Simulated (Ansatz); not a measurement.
# Mg (P6_3/mmc) in Ansatz: equation of state

How stiff is Mg in PBEsol, and what volume does it want? The cell is scaled to several volumes.

Everything below comes from runs of Ansatz 0.2.0. Logs are shortened: lines on timing, memory, paths and dates and some standing lists are left out, and cuts for length are marked.

### 1 The crystal as given

Symmetry: P6_3/mmc, No. 194, hexagonal system. Conventional cell: a = 3.209 Å, b = 3.209 Å, c = 5.210 Å, α = 90.00°, β = 90.00°, γ = 120.00°. Mg (site symmetry -6m2) has 12 Mg at 3.20 to 3.21 Å as nearest neighbours.

### 2 Single point, PBEsol, 21.84 Å³/atom (volume scaled by 0.94)

Contents of input.yaml:

```yaml
crystal:
  lattice:
    - [3.1437856987, 0.0, 0.0]
    - [-1.5718928494, 2.7225982792, 0.0]
    - [0.0, 0.0, 5.1039375022]
  atoms:
    - { symbol: Mg, position: [0.6666666667, 0.3333333333, 0.75] }
    - { symbol: Mg, position: [0.3333333333, 0.6666666667, 0.25] }
hamiltonian:
  xc: pbesol
  pseudopotentials: { kind: paw }
kpoints:
  mp_grid: { grid: [10, 10, 5] }
scf:
  occupations: { method: fermi_dirac, width: 0.05 }
output:
  forces: true
  stress: true
  eigenvalues: true
```

Potentials or basis: Ansatz PAW.

On the command line:

```
> ansatz run input.yaml --threads 2 --pin off --max-ram 5632MiB --backend cpu --events-out ev --progress --plain --runs-dir out
```

Output:

```text
Warning: RAYON_NUM_THREADS=2 ignored (pool sized by the plan → 2); use --threads N
Engine: ansatz 0.2.0, aarch64-unknown-linux-gnu
Pseudopotentials: kind: paw
Pseudopotential: Mg, paw, valence charge 10, recommended cutoff 420 eV (normal), Mg.paw.azcp
Functional definition: PBEsol
  exchange = pbesol_x
  correlation = pbesol_c
Crystal: 2 atoms, lattice volume = 43.686 Å³
Basis set: ecut = 420 eV, 845 PW (Γ), exchange–correlation on 48×48×72 points (8 copies of the dense FFT grid, shifted against one another)
Bands: 14, of which v1, the nominal top of the filled ones, is band 10 counted from 1 (9 counted from 0)
Symmetry: 24 space group operations
Space group: P63/mmc (ITA 194), of the structure as read, at distance tolerance 3.5e-5 Å
k-points: 42 of 500
Non-local potential: Mg, projectors of the file, l = 0: 3, l = 1: 2, l = 2: 1
PAW form: soft (Blöchl's): semilocal exchange-correlation on the pseudo side does not see the compensation charge
PAW frozen core: Mg, regenerated for the run's functional, and the local potential with it (the file was generated under x = pbe(κ = 0.804, μ = 0.2195149727645171), c = pbe(β = 0.06672455060314922))
PAW one-centre angular grid: Mg, 110 points (default); XC on 64 Gauss nodes
Initial density: superposition of atomic densities (neutral atoms: chi_scale 0, normalization atom), corrected by the library's trained network
Initial wavefunctions: pseudopotential atomic-orbital guess
Functional: x = pbesol(κ = 0.804, μ = 0.12345679012345678), c = pbesol(β = 0.046)
SCF iter   1: F=—  HF=-3824.092516 eV  |F-HF|=—  |Δ(HF+E_count)|=         —  Δρ=2.08e-3  dr2=8.21e-4  ethr=1.77e-3  ⟨swp⟩=5.5  Hψ=3051  notcnv=0
preconditioner: auto → none  [metal: Δε(μ)=0.040 eV  Ē_g=7.124 eV  σ=0.050 eV  W_gap=0.19  n_scr=8 (ndim 8)  ℏωp=11.2 eV  f_vac=0.000  D(μ)=1.41/eV (n_scr^D=8)  sad-step TF]
SCF iter   2: F=—  HF=-3824.091222 eV  |F-HF|=—  |Δ(HF+E_count)|=   1.29e-3  Δρ=8.69e-4  dr2=1.80e-4  ethr=4.11e-6  ⟨swp⟩=2.0  Hψ=1321  notcnv=0
SCF iter   3: F=—  HF=-3824.091134 eV  |F-HF|=—  |Δ(HF+E_count)|=   8.79e-5  Δρ=1.33e-4  dr2=5.82e-6  ethr=9.02e-7  ⟨swp⟩=2.0  Hψ=999  notcnv=0
SCF iter   4: F=—  HF=-3824.091125 eV  |F-HF|=—  |Δ(HF+E_count)|=   8.36e-6  Δρ=3.56e-5  dr2=3.41e-7  ethr=2.91e-8  ⟨swp⟩=2.2  Hψ=990  notcnv=0
iter 5 did not close the SCF: its close was put off for the readings that it lacked (scf_convergence_deferred on its scf_iter line)
SCF iter   5: F=-3824.091125 eV  HF=-3824.091125 eV  |F-HF|=1.68e-8  |Δ(HF+E_count)|=   2.24e-7  Δρ=8.73e-6  dr2=2.20e-8  ethr=1.71e-9  ⟨swp⟩=2.5  Hψ=1088  notcnv=0
SCF iter   6: F=-3824.091125 eV  HF=-3824.091125 eV  |F-HF|=1.45e-10  |Δ(HF+E_count)|=   1.11e-8  Δρ=8.12e-7  dr2=2.07e-10  ethr=1.10e-10  ⟨swp⟩=2.0  Hψ=1948  notcnv=0
SCF 1 converged in 6 iterations: F = -3824.091125 eV  dr2 = 2.07e-10
SCF converged after 6 iterations
Free energy (F): -3824.091125 eV
Harris-Foulkes:  -3824.091125 eV  (|F-HF|=1.45e-10)
Internal energy: -3824.080118 eV  (E = F + TS)
E sigma→0 (E₀):  -3824.085621 eV
Entropy (-TS):   -0.011007 eV (-5.504 meV/atom)
Fermi energy:    6.051144 eV
--- Per-component energies (eV) ---
  E_band       = -703.333107
  E_kinetic    = 150.391105
  E_local      = -3201.476104  (includes V_loc(G=0)·N_el)
  E_nonlocal   = 192.730802
  E_hartree    = 1140.900243
  E_xc         = -56.627736
  E_vxc        = -73.427956  (∫ρ·V_xc dr)
  E_paw        = -562.353297  (= ΣΔE_a)
  E_vpaw       = -53.351037  (= ΣTr[D̂ρ^β])
  E_aug_tail   = -0.000004  (compensation charges beyond the density's cutoff)
  E_ewald      = -1487.762851
  E_core_change = 0.117725  (= ΣΔE_core)
  E_smearing   = -0.011007  (= −TS)
  E_closure    = 0.000000  (closes the sum)
  Σ components = -3824.091125   (vs F -3824.091125, Δ=0.00e0)
--- Forces (eV/Å), atoms counted from 1 ---
  atom   1  Mg     0.00000000    -0.00000000     0.00000000
  atom   2  Mg    -0.00000000     0.00000000     0.00000000
  max |Σ_I F_I| component: 4.63e-18 eV/Å
--- Stress (GPa, compression-positive) ---
        0.898767      -0.000000       0.000000
        0.000000       0.898767       0.000000
        0.000000       0.000000       1.964780
  P = ⅓ Tr σ = 1.2541 GPa (12.541 kbar)
--- Band table (eV; the first three rows and the last of 42) ---
  k-point 0: bands = ["-69.5559", "-69.5520", "-36.5168", "-36.4838", "-36.4838", "-36.4778", "-36.4778", "-36.4766", "-1.1237", "4.2618", "4.7822", "17.2481", "17.2481", "17.4591"]
  k-point 1: bands = ["-69.5555", "-69.5524", "-36.5130", "-36.4832", "-36.4832", "-36.4804", "-36.4783", "-36.4783", "-0.8914", "2.5131", "6.9279", "16.1046", "17.4229", "17.4229"]
  k-point 2: bands = ["-69.5545", "-69.5534", "-36.5030", "-36.4905", "-36.4817", "-36.4817", "-36.4798", "-36.4798", "-0.1986", "0.9428", "9.6876", "12.7954", "17.8590", "17.8590"]
  k-point 41: bands = ["-69.5513", "-69.5512", "-36.5097", "-36.5093", "-36.5015", "-36.4983", "-36.4859", "-36.4847", "5.0444", "5.9521", "6.8333", "7.2054", "8.2907", "8.5016"]
```

Run time: 0.87 s. Hardware: 2 threads of Arm Neoverse V1, shared host; peak memory 0.28 GiB.

What came out:

```yaml
Free_energy: -3824.0911 eV
Pressure: 1.3 GPa
Band_gap_on_the_k_mesh: none (metal or under the smearing width)
```

Caveat: the PAW data sets come from PBE, with cores solved anew for the run's functional, which leaves a small shift of forces and pressure.

### 3 Single point, PBEsol, 22.31 Å³/atom (volume scaled by 0.96)

input.yaml, as its differences from that of step 2:

```diff
@@ -2,5 +2,5 @@
   lattice:
-    - [3.1437856987, 0.0, 0.0]
-    - [-1.5718928494, 2.7225982792, 0.0]
-    - [0.0, 0.0, 5.1039375022]
+    - [3.1659257641, 0.0, 0.0]
+    - [-1.582962882, 2.7417721382, 0.0]
+    - [0.0, 0.0, 5.1398819084]
   atoms:
@@ -19 +19,5 @@
   eigenvalues: true
+  write_density: true
+  write_potential: true
+  elf: true
+  volumetric_format: npy
```

Potentials or basis: Ansatz PAW.

On the command line:

```
> ansatz run input.yaml --threads 2 --pin off --max-ram 5632MiB --backend cpu --events-out ev --progress --plain --runs-dir out
```

It took 1.1 s on 2 threads of Arm Neoverse V1, shared host; peak memory 0.28 GiB.

It converged, with:

- Free energy: -3824.0959 eV
- Pressure: 0.4 GPa
- Band gap on the k mesh: none (metal or under the smearing width)

Caveat: the PAW data sets come from PBE, with cores solved anew for the run's functional, which leaves a small shift of forces and pressure.

### 4 Single point, PBEsol, 22.77 Å³/atom (volume scaled by 0.98)

input.yaml, as its differences from that of step 3:

```diff
@@ -2,5 +2,5 @@
   lattice:
-    - [3.1659257641, 0.0, 0.0]
-    - [-1.582962882, 2.7417721382, 0.0]
-    - [0.0, 0.0, 5.1398819084]
+    - [3.1877604248, 0.0, 0.0]
+    - [-1.5938802124, 2.7606815091, 0.0]
+    - [0.0, 0.0, 5.17533049]
   atoms:
@@ -19,5 +19 @@
   eigenvalues: true
-  write_density: true
-  write_potential: true
-  elf: true
-  volumetric_format: npy
```

On the command line:

```
> ansatz run input.yaml --threads 2 --pin off --max-ram 5632MiB --backend cpu --events-out ev --progress --plain --runs-dir out
```

Run time: 0.84 s. Hardware: 2 threads of Arm Neoverse V1, shared host; peak memory 0.28 GiB.

The run converged. Its results:

| Item | Value |
| --- | --- |
| Free energy | -3824.0960 eV |
| Pressure | -0.4 GPa |
| Band gap on the k mesh | none (metal or under the smearing width) |

Caveat: the PAW data sets come from PBE, with cores solved anew for the run's functional, which leaves a small shift of forces and pressure.

### 5 Single point, PBEsol, 23.24 Å³/atom

input.yaml, as its differences from that of step 4:

```diff
@@ -2,5 +2,5 @@
   lattice:
-    - [3.1877604248, 0.0, 0.0]
-    - [-1.5938802124, 2.7606815091, 0.0]
-    - [0.0, 0.0, 5.17533049]
+    - [3.2093, 0.0, 0.0]
+    - [-1.60465, 2.7793353284, 0.0]
+    - [0.0, 0.0, 5.2103]
   atoms:
```

On the command line:

```
> ansatz run input.yaml --threads 2 --pin off --max-ram 5632MiB --backend cpu --events-out ev --progress --plain --runs-dir out
```

Run time: 0.85 s. Hardware: 2 threads of Arm Neoverse V1, shared host; peak memory 0.28 GiB.

Results (log left out):

```yaml
Free_energy: -3824.0920 eV
Pressure: -1.0 GPa
Band_gap_on_the_k_mesh: none (metal or under the smearing width)
```

Caveat: the PAW data sets come from PBE, with cores solved anew for the run's functional, which leaves a small shift of forces and pressure.

### 6 Single point, PBEsol, 23.70 Å³/atom (volume scaled by 1.02)

input.yaml, as its differences from that of step 5:

```diff
@@ -2,5 +2,5 @@
   lattice:
-    - [3.2093, 0.0, 0.0]
-    - [-1.60465, 2.7793353284, 0.0]
-    - [0.0, 0.0, 5.2103]
+    - [3.2305542618, 0.0, 0.0]
+    - [-1.6152771309, 2.7977420591, 0.0]
+    - [0.0, 0.0, 5.2448063036]
   atoms:
@@ -19 +19,5 @@
   eigenvalues: true
+  write_density: true
+  write_potential: true
+  elf: true
+  volumetric_format: npy
```

Potentials or basis: Ansatz PAW.

On the command line:

```
> ansatz run input.yaml --threads 2 --pin off --max-ram 5632MiB --backend cpu --events-out ev --progress --plain --runs-dir out
```

Run time: 1.2 s. Hardware: 2 threads of Arm Neoverse V1, shared host; peak memory 0.28 GiB.

Results (log left out):

```
Free energy            : -3824.0841 eV
Pressure               : -1.7 GPa
Band gap on the k mesh : none (metal or under the smearing width)
```

Caveat: the PAW data sets come from PBE, with cores solved anew for the run's functional, which leaves a small shift of forces and pressure.

### 7 Single point, PBEsol, 24.17 Å³/atom (volume scaled by 1.04)

input.yaml, as its differences from that of step 6:

```diff
@@ -2,5 +2,5 @@
   lattice:
-    - [3.2305542618, 0.0, 0.0]
-    - [-1.6152771309, 2.7977420591, 0.0]
-    - [0.0, 0.0, 5.2448063036]
+    - [3.2515324747, 0.0, 0.0]
+    - [-1.6257662373, 2.8159097243, 0.0]
+    - [0.0, 0.0, 5.2788644417]
   atoms:
@@ -19,5 +19 @@
   eigenvalues: true
-  write_density: true
-  write_potential: true
-  elf: true
-  volumetric_format: npy
```

Potentials or basis: Ansatz PAW.

On the command line:

```
> ansatz run input.yaml --threads 2 --pin off --max-ram 5632MiB --backend cpu --events-out ev --progress --plain --runs-dir out
```

Output:

```text
Warning: RAYON_NUM_THREADS=2 ignored (pool sized by the plan → 2); use --threads N
Engine: ansatz 0.2.0, aarch64-unknown-linux-gnu
Pseudopotentials: kind: paw
Pseudopotential: Mg, paw, valence charge 10, recommended cutoff 420 eV (normal), Mg.paw.azcp
Functional definition: PBEsol
  exchange = pbesol_x
  correlation = pbesol_c
Crystal: 2 atoms, lattice volume = 48.333 Å³
Basis set: ecut = 420 eV, 965 PW (Γ), exchange–correlation on 48×48×72 points (8 copies of the dense FFT grid, shifted against one another)
Bands: 14, of which v1, the nominal top of the filled ones, is band 10 counted from 1 (9 counted from 0)
Symmetry: 24 space group operations
Space group: P63/mmc (ITA 194), of the structure as read, at distance tolerance 3.6e-5 Å
k-points: 42 of 500
Non-local potential: Mg, projectors of the file, l = 0: 3, l = 1: 2, l = 2: 1
PAW form: soft (Blöchl's): semilocal exchange-correlation on the pseudo side does not see the compensation charge
PAW frozen core: Mg, regenerated for the run's functional, and the local potential with it (the file was generated under x = pbe(κ = 0.804, μ = 0.2195149727645171), c = pbe(β = 0.06672455060314922))
PAW one-centre angular grid: Mg, 110 points (default); XC on 64 Gauss nodes
Initial density: superposition of atomic densities (neutral atoms: chi_scale 0, normalization atom), corrected by the library's trained network
Initial wavefunctions: pseudopotential atomic-orbital guess
Functional: x = pbesol(κ = 0.804, μ = 0.12345679012345678), c = pbesol(β = 0.046)
SCF iter   1: F=—  HF=-3824.074057 eV  |F-HF|=—  |Δ(HF+E_count)|=         —  Δρ=1.74e-3  dr2=6.23e-4  ethr=1.77e-3  ⟨swp⟩=5.6  Hψ=3059  notcnv=0
preconditioner: auto → none  [metal: Δε(μ)=0.025 eV  Ē_g=6.688 eV  σ=0.050 eV  W_gap=0.12  n_scr=8 (ndim 8)  ℏωp=10.7 eV  f_vac=0.000  D(μ)=1.60/eV (n_scr^D=10)  sad-step TF]
SCF iter   2: F=—  HF=-3824.072894 eV  |F-HF|=—  |Δ(HF+E_count)|=   1.16e-3  Δρ=8.12e-4  dr2=1.64e-4  ethr=3.11e-6  ⟨swp⟩=2.1  Hψ=1329  notcnv=0
SCF iter   3: F=—  HF=-3824.072830 eV  |F-HF|=—  |Δ(HF+E_count)|=   6.42e-5  Δρ=1.27e-4  dr2=5.40e-6  ethr=8.22e-7  ⟨swp⟩=2.0  Hψ=994  notcnv=0
SCF iter   4: F=—  HF=-3824.072849 eV  |F-HF|=—  |Δ(HF+E_count)|=   1.90e-5  Δρ=8.34e-5  dr2=1.18e-6  ethr=2.70e-8  ⟨swp⟩=2.0  Hψ=1013  notcnv=0
SCF iter   5: F=—  HF=-3824.072848 eV  |F-HF|=—  |Δ(HF+E_count)|=   1.30e-6  Δρ=3.35e-5  dr2=1.88e-7  ethr=5.91e-9  ⟨swp⟩=2.0  Hψ=924  notcnv=0
SCF iter   6: F=-3824.072848 eV  HF=-3824.072848 eV  |F-HF|=8.06e-9  |Δ(HF+E_count)|=   2.38e-7  Δρ=4.79e-6  dr2=4.02e-9  ethr=5.00e-10  ⟨swp⟩=4.2  Hψ=1799  notcnv=0
SCF 1 converged in 6 iterations: F = -3824.072848 eV  dr2 = 4.02e-9
SCF converged after 6 iterations
Free energy (F): -3824.072848 eV
Harris-Foulkes:  -3824.072848 eV  (|F-HF|=8.06e-9)
Internal energy: -3824.060696 eV  (E = F + TS)
E sigma→0 (E₀):  -3824.066772 eV
Entropy (-TS):   -0.012152 eV (-6.076 meV/atom)
Fermi energy:    5.223115 eV
--- Per-component energies (eV) ---
  E_band       = -721.573366
  E_kinetic    = 149.028900
  E_local      = -3281.127145  (includes V_loc(G=0)·N_el)
  E_nonlocal   = 192.772728
  E_hartree    = 1172.273817
  E_xc         = -55.764563
  E_vxc        = -72.282332  (∫ρ·V_xc dr)
  E_paw        = -562.899640  (= ΣΔE_a)
  E_vpaw       = -54.516711  (= ΣTr[D̂ρ^β])
  E_aug_tail   = -0.000004  (compensation charges beyond the density's cutoff)
  E_ewald      = -1438.462513
  E_core_change = 0.117725  (= ΣΔE_core)
  E_smearing   = -0.012152  (= −TS)
  E_closure    = -0.000000  (closes the sum)
  Σ components = -3824.072848   (vs F -3824.072848, Δ=0.00e0)
--- Forces (eV/Å), atoms counted from 1 ---
  atom   1  Mg    -0.00000000    -0.00000000     0.00000000
  atom   2  Mg     0.00000000     0.00000000     0.00000000
  max |Σ_I F_I| component: 1.85e-17 eV/Å
--- Stress (GPa, compression-positive) ---
       -2.623902       0.000000      -0.000000
        0.000000      -2.623902       0.000000
       -0.000000       0.000000      -1.398626
  P = ⅓ Tr σ = -2.2155 GPa (-22.155 kbar)
--- Band table (eV; the first three rows and the last of 42) ---
  k-point 0: bands = ["-70.5317", "-70.5293", "-37.4858", "-37.4635", "-37.4635", "-37.4594", "-37.4594", "-37.4590", "-1.5149", "3.5998", "3.9524", "15.8354", "15.8354", "15.8456"]
  k-point 1: bands = ["-70.5314", "-70.5296", "-37.4833", "-37.4631", "-37.4631", "-37.4616", "-37.4598", "-37.4598", "-1.2980", "1.8949", "6.0351", "14.7178", "16.0013", "16.0013"]
  k-point 2: bands = ["-70.5309", "-70.5301", "-37.4766", "-37.4683", "-37.4621", "-37.4621", "-37.4608", "-37.4608", "-0.6503", "0.4189", "8.6420", "11.5788", "16.4177", "16.4177"]
  k-point 41: bands = ["-70.5289", "-70.5289", "-37.4808", "-37.4806", "-37.4753", "-37.4732", "-37.4652", "-37.4644", "4.2877", "5.1676", "6.0232", "6.2850", "7.2751", "7.4096"]
```

Run time: 0.87 s. Hardware: 2 threads of Arm Neoverse V1, shared host; peak memory 0.28 GiB.

Results:

```yaml
Free_energy: -3824.0728 eV
Pressure: -2.2 GPa
Band_gap_on_the_k_mesh: none (metal or under the smearing width)
```

Caveat: the PAW data sets come from PBE, with cores solved anew for the run's functional, which leaves a small shift of forces and pressure.

### 8 Single point, PBEsol, 24.63 Å³/atom (volume scaled by 1.06)

input.yaml, as its differences from that of step 7:

```diff
@@ -2,5 +2,5 @@
   lattice:
-    - [3.2515324747, 0.0, 0.0]
-    - [-1.6257662373, 2.8159097243, 0.0]
-    - [0.0, 0.0, 5.2788644417]
+    - [3.272243431, 0.0, 0.0]
+    - [-1.6361217155, 2.8338459386, 0.0]
+    - [0.0, 0.0, 5.3124886887]
   atoms:
@@ -19 +19,5 @@
   eigenvalues: true
+  write_density: true
+  write_potential: true
+  elf: true
+  volumetric_format: npy
```

On the command line:

```
> ansatz run input.yaml --threads 2 --pin off --max-ram 5632MiB --backend cpu --events-out ev --progress --plain --runs-dir out
```

Wall time 1.2 s (2 threads of Arm Neoverse V1, shared host); peak memory 0.29 GiB.

It converged, with:

| Item | Value |
| --- | --- |
| Free energy | -3824.0585 eV |
| Pressure | -2.7 GPa |
| Band gap on the k mesh | none (metal or under the smearing width) |

Caveat: the PAW data sets come from PBE, with cores solved anew for the run's functional, which leaves a small shift of forces and pressure.

### 9 Equation of state, PBEsol

Potentials or basis: Ansatz PAW.

This step only gathers the single runs of the series.

What came out:

```yaml
Equilibrium_volume: 22.55 Å³/atom
Bulk_modulus_at_fixed_shape_and_positions: 37 GPa
Pressure_derivative_of_the_bulk_modulus: 4.1
```

Energy against volume, from the lowest point:
```csv
volume (Å³/atom),energy (meV/atom)
21.843,2.45
22.308,0.06
22.772,0.00
23.237,2.03
23.702,5.96
24.167,11.59
24.631,18.76
```

Caveat: the cell was scaled at fixed shape and fractional positions, which overstates the stiffness of a crystal with free parameters, most of all of layers and chains.
